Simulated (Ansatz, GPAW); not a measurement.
This is a calculation of Ga for Ansatz 0.2.0. Atoms were shifted at random by some hundredths of an Å from the given cell, which wasn't relaxed again for these runs. This isn't the form of Ga at room conditions, which is orthorhombic.

input.yaml

```yaml
crystal:
  lattice:
    - [3.81695661, -2.32662955, 0.0]
    - [3.81695661, 2.32662955, 0.0]
    - [0.0, 0.0, 4.488254]
  atoms:
    - { symbol: Ga, position: [0.662437, 0.01553, 0.240649] }
    - { symbol: Ga, position: [0.000836, 0.670461, 0.749455] }
    - { symbol: Ga, position: [0.325882, 0.987064, 0.745776] }
    - { symbol: Ga, position: [0.989699, 0.332912, 0.245348] }
kpoints:
  mp_grid: { grid: [7, 7, 6] }
scf:
  occupations: { method: fermi_dirac, width: 0.05 }
hamiltonian:
  xc: pbesol
  pseudopotentials: { kind: all_electron, lapw: { basis_error: 0.001 } }
output:
  forces: true
  stress: true
  eigenvalues: true
  populations: true
```

Potentials or basis: all-electron LAPW, scalar-relativistic.

Run with:

```bash
$ ansatz run input.yaml --threads 2 --pin off --max-ram 8192MiB --backend cpu --events-out ev --progress --plain --runs-dir out
```

Task: Set up the same calculation for GPAW 26.7.0 (ASE script). Potentials or basis there: PAW data sets generated for this functional, cutoff 600 eV.

Result: As run (cutoffs and basis follow the program's own potentials, and thresholds, step limits or extra output files can differ):

Contents of run.py:

```python
from ase import Atoms
from ase.dft.bandgap import bandgap
from ase.io import write
from ase.units import GPa
from gpaw import GPAW, PW, setup_paths

setup_paths.insert(0, '.')

atoms = Atoms(['Ga', 'Ga', 'Ga', 'Ga'],
              cell=[[3.81695661, -2.32662955, 0.0],
                    [3.81695661, 2.32662955, 0.0],
                    [0.0, 0.0, 4.488254]],
              scaled_positions=[[0.662437, 0.01553, 0.240649],
                                [0.000836, 0.670461, 0.749455],
                                [0.325882, 0.987064, 0.745776],
                                [0.989699, 0.332912, 0.245348]],
              pbc=True)

calc = GPAW(mode=PW(600),
            xc='PBEsol',
            kpts={'size': (7, 7, 6), 'gamma': True},
            occupations={'name': 'fermi-dirac', 'width': 0.05},
            nbands=16,
            convergence={'density': 1e-05, 'energy': 1e-05},
            maxiter=150,
            txt='gpaw.txt')
atoms.calc = calc
energy = atoms.get_potential_energy()
forces = atoms.get_forces()
stress = atoms.get_stress()
calc.write('gs.gpw')
write('result.traj', atoms)
print(f'Energy: {energy:.6f} eV')
print('Forces (eV/A):')
print(forces.round(4))
print('Stress (GPa):', (stress / GPa).round(3))
print('Fermi level:', round(calc.get_fermi_level(), 4), 'eV')
print(f'Gap: {bandgap(calc)[0]:.4f} eV, direct: {bandgap(calc, direct=True)[0]:.4f} eV')
```

Potentials or basis: PAW data sets generated in the run's folder for this functional, pw.

Run with:

```bash
$ gpaw-setup -f PBEsol Ga
$ OMP_NUM_THREADS=1 python run.py
```

Both were run:

|  | Ansatz | GPAW |
| --- | --- | --- |
| Pressure | 0.0 GPa | 0.9 GPa |
| Largest force | 0.289 eV/Å | 0.299 eV/Å |

Where Ansatz's input types no cutoff or centring, it takes its own default and a Γ-centred mesh.

Pressure is positive in compression.
